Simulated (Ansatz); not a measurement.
The system is I.

```
CELL_PARAMETERS angstrom
0.00000 2.36560 3.90984
2.19225 0.00000 3.90984
2.19225 2.36560 0.00000
ATOMIC_POSITIONS crystal
I 0.00000 0.00000 0.00000
```

| Quantity | Value |
| --- | --- |
| Program | Ansatz 0.2.0 |
| Task | relaxation of cell and atoms |
| Functional | BLYP |
| Dispersion | D3(BJ) |
| Potentials or basis | all-electron LAPW, scalar-relativistic |
| Basis error allowed | 0.001 eV/atom |
| k mesh | 9 × 9 × 9 |
| Occupations | fermi-dirac, width 0.05 eV |
| Spin | no spin polarisation |

At the start: volume 40.55 Å³/atom.

Q: Where does the relaxation end?

A: Over 7 steps the energy falls by 24.3 meV/atom and the volume is 37.52 Å³/atom (-7.5 %); space group I4/mmm (No. 139, to 0.05 Å).

The path:
| step | energy change (eV) | largest force (eV/Å) | volume (Å³) |
| --- | --- | --- | --- |
| 1 | 0.0000 | 0.0000 | 40.55 |
| 2 | -0.0156 | 0.0000 | 39.31 |
| 3 | -0.0227 | 0.0000 | 37.34 |
| 4 | -0.0236 | 0.0000 | 37.41 |
| 5 | -0.0242 | 0.0000 | 37.49 |
| 6 | -0.0242 | 0.0000 | 37.52 |
| 7 | -0.0243 | 0.0000 | 37.52 |

Final structure:
```cif
data_structure
_symmetry_space_group_name_H-M 'P 1'
_symmetry_Int_Tables_number 1
_cell_length_a 4.2500
_cell_length_b 4.2435
_cell_length_c 3.2391
_cell_angle_alpha 67.687
_cell_angle_beta 67.476
_cell_angle_gamma 44.837
_cell_volume 37.52
loop_
_atom_site_label
_atom_site_type_symbol
_atom_site_fract_x
_atom_site_fract_y
_atom_site_fract_z
_atom_site_occupancy
I1 I 0.00000 0.00000 0.00000 1
```
